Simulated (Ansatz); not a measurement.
# Mo: response to strain

Aim: deform Mo (z strained by +4 % at fixed volume) and compute stress, forces and field gradients with LAPW, PAW and all-electron datasets made for the crystal.

The COD entry's cell or inner coordinates are ideal or old and differ from later refinements, so a difference from it is no clean test against experiment.

Method: DFT PBE, scalar-relativistic, in Ansatz 0.2.0.

## Step 1: The structure to begin with

Symmetry: Im-3m, No. 229, cubic system. The conventional cell has a = 3.142 Å, b = 3.142 Å, c = 3.142 Å, α = 90.00°, β = 90.00°, γ = 90.00°. Mo (site symmetry m-3m) is surrounded by 8 Mo at 2.72 Å.

Structure file:

```cif
data_structure
_symmetry_space_group_name_H-M 'Im-3m'
_symmetry_Int_Tables_number 229
_cell_length_a 3.1420
_cell_length_b 3.1420
_cell_length_c 3.1420
_cell_angle_alpha 90.000
_cell_angle_beta 90.000
_cell_angle_gamma 90.000
_cell_volume 31.02
loop_
_atom_site_label
_atom_site_type_symbol
_atom_site_symmetry_multiplicity
_atom_site_Wyckoff_symbol
_atom_site_fract_x
_atom_site_fract_y
_atom_site_fract_z
_atom_site_occupancy
Mo1 Mo 2 a 0.00000 0.00000 0.00000 1
```

The file gives the conventional cell by its symmetry; the runs use the cell typed in the input.

## Step 2: The deformed structure

Space group Im-3m before, I4/mmm after.

## Step 3: Full-potential LAPW

File input.yaml:

```yaml
crystal:
  lattice:
    - [-1.5404922415, 1.5404922415, 1.63384]
    - [1.5404922415, -1.5404922415, 1.63384]
    - [1.5404922415, 1.5404922415, -1.63384]
  atoms:
    - { symbol: Mo, position: [0.0, 0.0, 0.0] }
kpoints:
  mp_grid: { grid: [16, 16, 16] }
scf:
  occupations: { method: fermi_dirac, width: 0.05 }
hamiltonian:
  xc: pbe
  pseudopotentials: { kind: all_electron, lapw: { basis_error: 0.001 } }
output:
  forces: true
  stress: true
  eigenvalues: true
```

Run with:

```sh
$ ansatz run input.yaml --threads 1 --pin off --max-ram 2048MiB --backend cpu --events-out ev --progress --plain --runs-dir out
```

The program printed, cut to the lines that bear on the results:

```text
LAPW: plane waves up to 8.142 Å⁻¹, error target 1.0e-3 eV per atom; small_component_spin mean_spin; Mo in spheres of 1.362 Å, 30 of its electrons in bands, Dirac shells []
[...]
Pseudopotentials: kind: all_electron
Pseudopotential: Mo, LAPW, valence charge 30, Koelling and Harmon's equation, gaussian nucleus
Functional definition: PBE
[...]
Crystal: 1 atoms, lattice volume = 15.509 Å³
Basis set: ecut = 252.5994993152691 eV, 137 PW (Γ), exchange–correlation at level 2
Bands: 19, of which v1, the nominal top of the filled ones, is band 15 counted from 1 (14 counted from 0)
Symmetry: 16 space group operations
Space group: I4/mmm (ITA 139), of the structure as read, at distance tolerance 2.5e-5 Å
k-points: 349 of 4096
[...]
SCF iter   1: F=—  HF=-110178.409003 eV  |F-HF|=—  |Δ(HF+E_count)|=         —  Δρ=5.49e-2  dr2=2.73e-1  ethr=9.07e-4  ⟨swp⟩=2.4  Hψ=40732  notcnv=0
[...]
the basis was enlarged: its passes take 557.4 KiB over the memory plan, 1 of 1 planned eigensolver slots
[...]
SCF iter   7: F=-110177.814848 eV  HF=-110177.814848 eV  |F-HF|=2.57e-8  |Δ(HF+E_count)|=   9.75e-7  Δρ=2.58e-5  dr2=4.69e-8  ethr=2.24e-8  ⟨swp⟩=2.0  Hψ=19270  notcnv=0
[...]
SCF converged after 7 iterations
Free energy (F): -110177.814848 eV
[...]
E sigma→0 (E₀):  -110177.812231 eV
Entropy (-TS):   -0.005233 eV (-5.233 meV/atom)
Fermi energy:    23.663831 eV
[...]
--- Forces (eV/Å), atoms counted from 1 ---
  atom   1  Mo     0.00000000    -0.00000000     0.00000000
[...]
--- Stress (GPa, compression-positive) ---
       11.089434       0.000000       0.000000
        0.000000      11.089434      -0.000000
        0.000000      -0.000000      -6.710811
  P = ⅓ Tr σ = 5.1560 GPa (51.560 kbar)
--- Band table (eV; the first three rows and the last of 349) ---
  k-point 0: bands = ["-352.1833", "-352.1767", "-352.1767", "-194.0816", "-194.0723", "-194.0495", "-194.0495", "-194.0477", "-37.6149", "-10.8626", "-10.8530", "-10.8530", "16.4072", "22.1021", "22.1021", "22.7518", "24.8789", "25.7175", "37.6804"]
[...]
```

It took 29 s on 1 thread of Arm Neoverse V1, shared host; peak memory 0.48 GiB.

In short: pressure 5.16 GPa; no gap.

## Step 4: PAW with frozen cores

Edit input.yaml of step 3 so:

```diff
@@ -13,3 +13,3 @@
   xc: pbe
-  pseudopotentials: { kind: all_electron, lapw: { basis_error: 0.001 } }
+  pseudopotentials: { kind: paw }
 output:
@@ -18 +18,2 @@
   eigenvalues: true
+  efg: { contact_densities: true }
```

Run with:

```sh
$ ansatz run input.yaml --threads 1 --pin off --max-ram 2048MiB --backend cpu --events-out ev --progress --plain --runs-dir out
```

The program printed, cut to the lines that bear on the results:

```text
Mo: output.efg is read without spin–orbit coupling, which moves field gradients at and beside such atoms by some per cent and up to a factor of two; PAW files take it under magnetization.noncollinear and magnetization.spin_orbit
[...]
Pseudopotentials: kind: paw
Pseudopotential: Mo, paw, valence charge 14, recommended cutoff 420 eV (normal)
[... 1 set-up line as earlier in the session ...]
[...]
Crystal: 1 atoms, lattice volume = 15.509 Å³
Basis set: ecut = 420 eV, 321 PW (Γ), exchange–correlation on 40×40×40 points (8 copies of the dense FFT grid, shifted against one another)
Bands: 11, of which v1, the nominal top of the filled ones, is band 7 counted from 1 (6 counted from 0)
[... 2 set-up lines as earlier in the session ...]
k-points: 349 of 4096
[...]
SCF converged after 6 iterations
Free energy (F): -4955.989212 eV
[...]
E sigma→0 (E₀):  -4955.986597 eV
Entropy (-TS):   -0.005230 eV (-5.230 meV/atom)
Fermi energy:    21.304465 eV
[...]
--- Forces (eV/Å), atoms counted from 1 ---
  atom   1  Mo     0.00000000    -0.00000000    -0.00000000
[...]
--- Stress (GPa, compression-positive) ---
       11.101172       0.000000       0.000000
        0.000000      11.101172      -0.000000
        0.000000      -0.000000      -6.691178
  P = ⅓ Tr σ = 5.1704 GPa (51.704 kbar)
--- PAW observables at the nuclei: V_zz in 10²¹ V/m², potentials from the cell's mean, atoms counted from 1 ---
  atom   1  Mo V_zz =    +2.703056   η = 0.0000   by run symmetry: allowed
            electrostatic potential = -6363.165238 V   contact ρ = 595277.642329 e/Å³
--- Band table (eV; the first three rows and the last of 349) ---
  k-point 0: bands = ["-39.9749", "-13.2238", "-13.2138", "-13.2138", "14.0470", "19.7403", "19.7403", "20.3900", "22.5161", "23.3548", "35.3233"]
[...]
```

Wall time 4.6 s (1 thread of Arm Neoverse V1, shared host); peak memory 0.37 GiB.

This run gives: pressure 5.17 GPa; no gap; Vzz Mo 2.70 (η = 0.00) (10²¹ V/m²).

## Step 5: All-electron PAW on datasets made for the crystal

Edit input.yaml of step 4 so:

```diff
@@ -13,3 +13,3 @@
   xc: pbe
-  pseudopotentials: { kind: paw }
+  pseudopotentials: { kind: all_electron, datasets: crystal }
 output:
```

Run with:

```sh
$ ansatz run input.yaml --threads 1 --pin off --max-ram 2048MiB --backend cpu --events-out ev --progress --plain --runs-dir out
```

The program printed, cut to the lines that bear on the results:

```text
[...]
Mo: output.efg is read without spin–orbit coupling, which moves field gradients at and beside such atoms by some per cent and up to a factor of two; PAW files take it under magnetization.noncollinear and magnetization.spin_orbit
[...]
[... 1 set-up line as earlier in the session ...]
Pseudopotential: Mo, paw, valence charge 14, recommended cutoff 320 eV (normal), Koelling and Harmon's equation, gaussian nucleus
[... 1 set-up line as earlier in the session ...]
[...]
Crystal: 1 atoms, lattice volume = 15.509 Å³
Basis set: ecut = 320 eV, 201 PW (Γ), exchange–correlation on 32×32×32 points (8 copies of the dense FFT grid, shifted against one another)
Bands: 7, of which v1, the nominal top of the filled ones, is band 3 counted from 1 (2 counted from 0)
[... 2 set-up lines as earlier in the session ...]
k-points: 349 of 4096
[...]
Fermi energy:    23.663961 eV
[...]
  The terms above E_closure are by the made datasets' own strengths, without shells solved beside the bands.
--- Forces (eV/Å), atoms counted from 1 ---
  atom   1  Mo    -0.00000000    -0.00000000    -0.00000000
[...]
--- Stress (GPa, compression-positive) ---
       11.094849       0.000000      -0.000000
        0.000000      11.094849      -0.000000
       -0.000000      -0.000000      -6.703785
  P = ⅓ Tr σ = 5.1620 GPa (51.620 kbar)
  It holds what live shells' own plane waves past their cutoff add
--- PAW observables at the nuclei: V_zz in 10²¹ V/m², potentials from the cell's mean, atoms counted from 1 ---
  atom   1  Mo V_zz =    +2.672410   η = 0.0000   by run symmetry: allowed
            electrostatic potential = -6363.246851 V   contact ρ = 595331.767067 e/Å³
--- Band table (eV; the first three rows and the last of 349) ---
  k-point 0: bands = ["16.4072", "22.1023", "22.1023", "22.7520", "24.8791", "25.7178"]
[...]
```

It took 12 s on 1 thread of Arm Neoverse V1, shared host; peak memory 0.45 GiB.

This run gives: pressure 5.16 GPa; no gap; Vzz Mo 2.67 (η = 0.00) (10²¹ V/m²).

## Step 6: Side by side

Stress (GPa, compression positive):

```
          method     xx     yy     zz    yz    xz    xy
            LAPW  11.09  11.09  -6.71  0.00  0.00  0.00
             PAW  11.10  11.10  -6.69  0.00  0.00  0.00
crystal datasets  11.09  11.09  -6.70  0.00  0.00  0.00
```

| method | pressure (GPa) | Vzz Mo (10²¹ V/m²) | SCF cycles, by the record's count | time |
| --- | --- | --- | --- | --- |
| LAPW | 5.16 | – | 7 | 29 s |
| PAW | 5.17 | 2.70 | 6 | 4.6 s |
| crystal datasets | 5.16 | 2.67 | 7 | 12 s |

## Step 7: Outcome

| quantity | value |
| --- | --- |
| pressure | LAPW 5.16, PAW 5.17, crystal datasets 5.16 GPa |
| largest shear or deviatoric stress (LAPW) | 11.87 GPa |

The largest part of the stress beyond the pressure is 11.87 GPa in size, in the zz component. No run of the undeformed cell stands beside it, so pressure and stress hold what the given cell had before the change, as far as its symmetry allows. PAW: stress within 0.02 GPa of LAPW. Crystal datasets: stress within 0.01 GPa of LAPW.
